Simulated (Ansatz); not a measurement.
Stackings of close-packed layers of NiO (capitals for Ni, lower case for the other element), each relaxed to a stress under 0.05 GPa; energies count from the stacking AcBaCb (R-3m).

These are results of Ansatz 0.2.0, DFT PBE, scalar-relativistic, plane waves, PAW, not measurements.

Cutoff 420 eV, Gaussian smearing of 0.10 eV, energies at zero smearing, symmetry of each start kept, collinear spin where a moment is listed.

| start | atoms | k mesh | excess energy (meV/atom) | excess energy on a denser mesh (meV/atom) | spacing of like layers (Å) | a (Å) | size of the moment (μB per cell) | denser mesh |
| --- | --- | --- | --- | --- | --- | --- | --- | --- |
| AbAc | 4 | 12×12×9 | 23.9 | 80.8 | 2.530 | 2.945 | 3.96 | 21×21×18 |
| AcBc | 4 | 12×12×9 | 225.0 | 225.3 | 2.681 | 2.842 | 3.56 | 21×21×18 |
| AcBcAbCb | 8 | 12×12×5 | 32.6 | 32.8 | 2.549 | 2.899 | 0.00 | 21×21×10 |
| AcBaCbAbCaBc | 12 | 12×12×3 | 90.4 | 90.5 | 2.507 | 2.921 | 8.02 | 21×21×6 |

Zero in every row: gap on the mesh (eV).

The state reached may not be the lowest one. The program reads another magnetic order as possibly lower. Moments started parallel, and an antiferromagnetic order may lie lower.

Small energy differences in metals hang on the k mesh (about 10 mJ/m² or 1 to 2 meV/atom on the mesh of the relaxation).

Cost: 4 runs of about 25 core-minutes in all, on Arm Neoverse V2 (shared hosts).